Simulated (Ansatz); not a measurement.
Crystal: MgS (Niningerite).

```
CELL_PARAMETERS angstrom
0.00000 2.60165 2.60165
2.60165 0.00000 2.60165
2.60165 2.60165 0.00000
ATOMIC_POSITIONS crystal
S 0.50000 0.50000 0.50000
Mg 0.00000 0.00000 0.00000
```

| Quantity | Value |
| --- | --- |
| Program | Ansatz 0.2.0 |
| Task | relaxation of cell and atoms |
| Functional | RPBE |
| Potentials or basis | Ansatz PAW |
| Cutoff | 420 eV (not typed: the program's choice for these potentials) |
| k mesh | 9 × 9 × 9 |
| Occupations | fermi-dirac, width 0.05 eV |
| Spin | no spin polarisation |

At the start: volume 17.61 Å³/atom.

Task: Where does the relaxation end?

Result: It ends after 4 steps and the volume is 18.40 Å³/atom (+4.5 %); space group Fm-3m (No. 225, to 0.05 Å).

Step by step:
```
step  energy change (eV)  largest force (eV/Å)  volume (Å³)
   1              0.0000                0.0000        35.22
   2             -0.0155                0.0000        36.53
   3             -0.0160                0.0000        36.79
   4             -0.0160                0.0000        36.79
```

Final structure:
```cif
data_structure
_symmetry_space_group_name_H-M 'P 1'
_symmetry_Int_Tables_number 1
_cell_length_a 3.7332
_cell_length_b 3.7332
_cell_length_c 3.7332
_cell_angle_alpha 60.000
_cell_angle_beta 60.000
_cell_angle_gamma 60.000
_cell_volume 36.79
loop_
_atom_site_label
_atom_site_type_symbol
_atom_site_fract_x
_atom_site_fract_y
_atom_site_fract_z
_atom_site_occupancy
S1 S 0.50000 0.50000 0.50000 1
Mg1 Mg 0.00000 0.00000 0.00000 1
```

Caveat: the plane-wave basis is chosen anew once the cell has moved, so the energies of steps on either side of that aren't comparable; the PAW data sets come from PBE, with cores solved anew for the run's functional, which leaves a small shift of forces and pressure.
